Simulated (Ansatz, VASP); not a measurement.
# Si (Si(110)) in two plane-wave programs

Wanted: the spread between two codes on one cell, functional and k mesh.

Main program and level: Ansatz 0.2.0; plane waves, with VASP 6.6.1 beside it; band structure at PBE.

## 1. Set-up

The cell holds 18 atoms: 18 Si. Cell: a = 3.983 Å, b = 5.633 Å, c = 31.284 Å, α = 90.0°, β = 90.0°, γ = 90.0°. It derives from Si. As first built, before any earlier steps moved the atoms (in the runner's words): 9 layers, strained by +3 % in the plane. Vacuum lies along c.

## 2. Ansatz: band structure, PBE

Ansatz runs on its default PAW (the set named soft_2) files.

A single point gives forces, pressure and levels at one fixed geometry, so differences don't come from the geometry; what else differs is listed under the comparison.

Contents of input.yaml:

```yaml
crystal:
  lattice:
    - [3.9829552358, 0.0, 0.0]
    - [0.0, 5.6327493128, 0.0]
    - [0.0, 0.0, 31.2837958476]
  atoms:
    - { symbol: Si, position: [0.75, 0.3998191392, 0.7346075461] }
    - { symbol: Si, position: [0.25, 0.6001808608, 0.7346075461] }
    - { symbol: Si, position: [0.25, 0.8861938189, 0.6818016418] }
    - { symbol: Si, position: [0.75, 0.1138061811, 0.6818016418] }
    - { symbol: Si, position: [0.75, 0.3792470116, 0.6222872559] }
    - { symbol: Si, position: [0.25, 0.6207529884, 0.6222872559] }
    - { symbol: Si, position: [0.25, 0.8774862414, 0.5610605798] }
    - { symbol: Si, position: [0.75, 0.1225137586, 0.5610605798] }
    - { symbol: Si, position: [0.75, 0.3779440717, 0.5] }
    - { symbol: Si, position: [0.25, 0.6220559283, 0.5] }
    - { symbol: Si, position: [0.25, 0.8774862414, 0.4389394202] }
    - { symbol: Si, position: [0.75, 0.1225137586, 0.4389394202] }
    - { symbol: Si, position: [0.75, 0.3792470116, 0.3777127441] }
    - { symbol: Si, position: [0.25, 0.6207529884, 0.3777127441] }
    - { symbol: Si, position: [0.25, 0.8861938189, 0.3181983582] }
    - { symbol: Si, position: [0.75, 0.1138061811, 0.3181983582] }
    - { symbol: Si, position: [0.75, 0.3998191392, 0.2653924539] }
    - { symbol: Si, position: [0.25, 0.6001808608, 0.2653924539] }
hamiltonian:
  xc: pbe
  pseudopotentials: { kind: paw }
kpoints:
  mp_grid: { grid: [6, 4, 1] }
  band_path:
    path:
      - [0.0, 0.0, 0.0]
      - [0.07692, 0.0, 0.0]
      - [0.15385, 0.0, 0.0]
      - [0.26923, 0.0, 0.0]
      - [0.34615, 0.0, 0.0]
      - [0.42308, 0.0, 0.0]
      - [0.5, 0.0, 0.0]
      - [0.5, 0.07692, 0.0]
      - [0.5, 0.19231, 0.0]
      - [0.5, 0.26923, 0.0]
      - [0.5, 0.34615, 0.0]
      - [0.5, 0.46154, 0.0]
      - [0.5, 0.5, 0.0]
      - [0.42308, 0.5, 0.0]
      - [0.30769, 0.5, 0.0]
      - [0.23077, 0.5, 0.0]
      - [0.11538, 0.5, 0.0]
      - [0.03846, 0.5, 0.0]
      - [0.0, 0.5, 0.0]
      - [0.0, 0.38462, 0.0]
      - [0.0, 0.30769, 0.0]
      - [0.0, 0.23077, 0.0]
      - [0.0, 0.11538, 0.0]
      - [0.0, 0.03846, 0.0]
      - [0.03846, 0.03846, 0.0]
      - [0.11538, 0.11538, 0.0]
      - [0.19231, 0.19231, 0.0]
      - [0.30769, 0.30769, 0.0]
      - [0.38462, 0.38462, 0.0]
      - [0.5, 0.5, 0.0]
    npoints: 1
scf:
  occupations: { method: gaussian, width: 0.03 }
  n_extra_bands: 15
efield:
  axis: 3
  dipole_correction: true
  ramp_width: 0.04
output:
  forces: true
  eigenvalues: true
  write_density: true
  write_potential: true
  elf: true
  volumetric_format: npy
```

Launch:

```bash
$ ansatz run input.yaml --threads 8 --pin off --max-ram 18432MiB --backend cpu --events-out ev --progress --plain --runs-dir out
```

Numbers of over 12 decimals in the logs are rounded to 6 here.

Log:

```text
scf.n_extra_bands = 15 over 36 filled bands (N_el = 72.0): the run solves 51 bands
Engine: ansatz 0.2.0, aarch64-unknown-linux-gnu
Pseudopotentials: kind: paw
Pseudopotential: Si, paw, valence charge 4, recommended cutoff 420 eV (normal), Si.paw.azcp
Functional definition: PBE
  parameter kappa = 0.804
  parameter beta = 0.066725
  exchange = pbe_x(kappa = kappa, mu = beta*pi^2/3)
  correlation = pbe_c(beta = beta)
Crystal: 18 atoms, lattice volume = 701.852 Å³
Basis set: ecut = 420 eV, 13787 PW (Γ), exchange–correlation on 54×80×432 points (8 copies of the dense FFT grid, shifted against one another)
Bands: 51, of which v1, the nominal top of the filled ones, is band 36 counted from 1 (35 counted from 0)
Symmetry: 4 space group operations
k-points: 12 of 24
Non-local potential: Si, projectors of the file, l = 0: 2, l = 1: 2, l = 2: 2
PAW form: soft (Blöchl's): semilocal exchange-correlation on the pseudo side does not see the compensation charge
PAW one-centre angular grid: Si, 110 points (default); XC on 64 Gauss nodes
Initial density: superposition of atomic densities (neutral atoms: chi_scale 0, normalization atom), corrected by the library's trained network
Initial wavefunctions: pseudopotential atomic-orbital guess
Functional: x = pbe(κ = 0.804, μ = 0.219515), c = pbe(β = 0.066725)
SCF iter   1: F=—  HF=-11439.866993 eV  |F-HF|=—  |Δ(HF+E_count)|=         —  Δρ=2.45e-3  dr2=5.90e-2  ethr=1.77e-3  p=0.000 e·Å  D=1.66e-14 V/Å  ΔV_dip=-0.00 eV  dr2_dipole=3.81e-7  V_vac-E_F(+/−)=4.65/4.65 eV  ⟨swp⟩=9.3  Hψ=3582  notcnv=0  defer=23
efield: sawtooth ramp at fractional position 0.9800 (placed from the atoms, in the widest stretch of the axis that holds none; the zero of the levels goes with the place), width 0.0400; the density the first Hamiltonian is built on has a dipole p = 0.000 e·Å; the dipole correction subtracts the counter field D = 1.66e-14 V/Å, which shifts the + side's vacuum level by -0.00 eV against the − side's; the planar-averaged density in the ramp window peaks in size at 5.7e-6 e/Å³
preconditioner: auto → LDOS  [insulator: Δε(μ)=0.040 eV  Ē_g=7.185 eV  σ=0.030 eV  W_gap=0.65  n_scr=66 (ndim 8)  ℏωp=11.9 eV  f_vac=0.406  D(μ)=5.00/eV (n_scr^D=16)  ε∞_Penn≈3.7  β→1.0]
SCF iter   2: F=—  HF=-11439.866069 eV  |F-HF|=—  |Δ(HF+E_count)|=   9.24e-4  Δρ=8.23e-4  dr2=1.19e-2  ethr=8.19e-5  p=0.000 e·Å  D=4.79e-6 V/Å  ΔV_dip=-0.00 eV  dr2_dipole=1.47e-6  V_vac-E_F(+/−)=4.75/4.75 eV  ⟨swp⟩=3.0  Hψ=1263  notcnv=0  defer=105
SCF iter   3: F=—  HF=-11439.864762 eV  |F-HF|=—  |Δ(HF+E_count)|=   1.31e-3  Δρ=3.29e-4  dr2=3.41e-3  ethr=1.65e-5  p=-0.000 e·Å  D=-1.78e-6 V/Å  ΔV_dip=0.00 eV  dr2_dipole=4.32e-7  V_vac-E_F(+/−)=4.77/4.77 eV  ⟨swp⟩=2.8  Hψ=988  notcnv=0  defer=105
SCF iter   4: F=—  HF=-11439.864024 eV  |F-HF|=—  |Δ(HF+E_count)|=   7.38e-4  Δρ=8.55e-5  dr2=1.27e-4  ethr=4.74e-6  p=0.000 e·Å  D=1.73e-7 V/Å  ΔV_dip=-0.00 eV  dr2_dipole=5.21e-9  V_vac-E_F(+/−)=4.77/4.77 eV  ⟨swp⟩=2.0  Hψ=833  notcnv=0  defer=105
SCF iter   5: F=—  HF=-11439.864045 eV  |F-HF|=—  |Δ(HF+E_count)|=   2.08e-5  Δρ=3.38e-5  dr2=1.73e-5  ethr=1.76e-7  p=0.000 e·Å  D=3.02e-7 V/Å  ΔV_dip=-0.00 eV  dr2_dipole=7.82e-10  V_vac-E_F(+/−)=4.77/4.77 eV  ⟨swp⟩=2.0  Hψ=941  notcnv=0  defer=105
SCF iter   6: F=—  HF=-11439.864178 eV  |F-HF|=—  |Δ(HF+E_count)|=   1.33e-4  Δρ=1.33e-5  dr2=4.82e-6  ethr=2.41e-8  p=-0.000 e·Å  D=-1.31e-8 V/Å  ΔV_dip=0.00 eV  dr2_dipole=4.39e-10  V_vac-E_F(+/−)=4.77/4.77 eV  ⟨swp⟩=2.0  Hψ=895  notcnv=0  defer=105
SCF iter   7: F=—  HF=-11439.864180 eV  |F-HF|=—  |Δ(HF+E_count)|=   1.48e-6  Δρ=3.88e-6  dr2=4.57e-7  ethr=6.69e-9  p=0.000 e·Å  D=3.44e-10 V/Å  ΔV_dip=-0.00 eV  dr2_dipole=2.21e-11  V_vac-E_F(+/−)=4.77/4.77 eV  ⟨swp⟩=2.1  Hψ=756  notcnv=0  defer=105
SCF iter   8: F=-11439.864180 eV  HF=-11439.864180 eV  |F-HF|=1.33e-8  |Δ(HF+E_count)|=   1.39e-7  Δρ=1.48e-6  dr2=5.30e-8  ethr=1.39e-10  p=0.000 e·Å  D=9.03e-9 V/Å  ΔV_dip=-0.00 eV  dr2_dipole=8.63e-12  V_vac-E_F(+/−)=4.77/4.77 eV  ⟨swp⟩=23.4  Hψ=6136  notcnv=0
SCF 1 converged in 8 iterations: F = -11439.864180 eV  dr2 = 5.30e-8
  greatest PAW one-centre occupation: 0.646 electrons in one spin orbital (limit 2), on the Si atom at site 17 (counted from 0), in its partial waves of l = 0
NSCF: frozen V_eff on 30 k-points
efield: sawtooth ramp at fractional position 0.9800 (kept from the solve that this one continues, or follows in the run), width 0.0400; the density the first Hamiltonian is built on has a dipole p = 0.000 e·Å; the dipole correction subtracts the counter field D = 9.03e-9 V/Å, which shifts the + side's vacuum level by -0.00 eV against the − side's; the planar-averaged density in the ramp window peaks in size at 5.4e-8 e/Å³
WARN: The output density's exchange-correlation potential varies sharply where the density is thin. Do not read a vacuum level from v_tot or v_xc, or from such a field of the output density. On a cell that repeats whose density bears no net charge and no dipole along the vacuum's axis use v_es (v_loc + v_h of the components); under efield.dipole_correction with no amplitude use v_es + v_field, which holds any externa [...]
SCF converged after 8 iterations
Free energy (F): -11439.864180 eV
Harris-Foulkes:  -11439.864180 eV  (|F-HF|=1.33e-8)
Internal energy: -11439.862616 eV  (E = F + TS)
E sigma→0 (E₀):  -11439.863398 eV
Entropy (-TS):   -0.001564 eV (-0.087 meV/atom)
Fermi energy:    1.009460 eV
Dipole field:    D = -0.000002 V/Å  (p = -0.000008 e·Å, saw-weighted, corrected)
Work function:   Φ+ = 4.7694 eV   Φ− = 4.7693 eV
Levels:          The Fermi level and band energies are counted from a zero that moves with the ramp; work functions are not
--- Per-component energies (eV) ---
  E_band       = -291.411089
  E_kinetic    = 709.261132
  E_local      = -23912.335701  (includes V_loc(G=0)·N_el)
  E_nonlocal   = 463.751863
  E_hartree    = 11659.820891
  E_xc         = -984.248373
  E_vxc        = -829.002965  (∫ρ·V_xc dr)
  E_paw        = -9227.992000  (= ΣΔE_a)
  E_vpaw       = -42.713471  (= ΣTr[D̂ρ^β])
  E_aug_tail   = 0.000113  (compensation charges beyond the density's cutoff)
  E_efield     = 0.000000  (sawtooth field / dipole correction)
  E_vefield    = 0.000000  (∫n·V_field dr)
  E_ewald      = 9851.879459
  E_smearing   = -0.001564  (= −TS)
  E_closure    = -0.000000  (closes the sum)
  Σ components = -11439.864180   (vs F -11439.864180, Δ=0.00e0)
--- Forces (eV/Å), atoms counted from 1 ---
  atom   1  Si     0.00000000    -0.00441679    -0.02202974
  atom   2  Si     0.00000000     0.00441679    -0.02202974
  atom   3  Si     0.00000000    -0.00335805     0.00414099
  atom   4  Si     0.00000000     0.00335805     0.00414099
  atom   5  Si     0.00000000    -0.00335056    -0.00372152
  atom   6  Si     0.00000000     0.00335056    -0.00372152
  atom   7  Si     0.00000000    -0.01067352    -0.00781149
  atom   8  Si     0.00000000     0.01067352    -0.00781149
  atom   9  Si     0.00000000    -0.00797910     0.00000199
  atom  10  Si     0.00000000     0.00797910     0.00000199
  atom  11  Si     0.00000000    -0.01067136     0.00781125
  atom  12  Si     0.00000000     0.01067136     0.00781125
  atom  13  Si     0.00000000    -0.00334924     0.00371946
  atom  14  Si     0.00000000     0.00334924     0.00371946
  atom  15  Si     0.00000000    -0.00335825    -0.00414093
  atom  16  Si     0.00000000     0.00335825    -0.00414093
  atom  17  Si     0.00000000    -0.00441754     0.02203038
  atom  18  Si     0.00000000     0.00441754     0.02203038
  max |Σ_I F_I| component: 7.41e-7 eV/Å
--- Band table (eV; the first three rows and the last of 12) ---
  k-point 0: bands = [... 32 lower, 0.2941, 0.4877, 0.9597, 0.9792, 1.3081, 1.4309, 1.8377, 2.1162, ... 11 higher]
  k-point 1: bands = [... 32 lower, -0.1701, -0.0741, 0.6461, 0.6636, 1.5331, 1.7146, 1.8222, 2.0292, ... 11 higher]
  k-point 2: bands = [... 32 lower, -0.5778, -0.5167, 0.3882, 0.4426, 1.1887, 1.4676, 2.0097, 2.3147, ... 11 higher]
  k-point 11: bands = [... 32 lower, -0.6541, -0.6541, 0.9771, 0.9771, 1.3038, 1.3038, 2.8113, 2.8113, ... 11 higher]
```

Run time: 28 s. Hardware: 8 threads of Arm Neoverse N1, shared host; peak memory 2.3 GiB.

The column dr2 measures how far the density is from self-consistency, as an energy; F and HF (Harris–Foulkes) agree once it is small.

(Continued in part 2 of 2.)

[Lines on the potential files, build, host, timing and source positions are cut from VASP's logs without a mark.]

[Logs are printed without paths, hosts, clocks, repeated set-up lines and the standing remarks that a program may print on its own settings, such as how far it seeks lower states.]

[Hosts, paths, dates, database ids (printed as entryN), source tags and the programs' standing remarks are cut or masked in the printed files.]
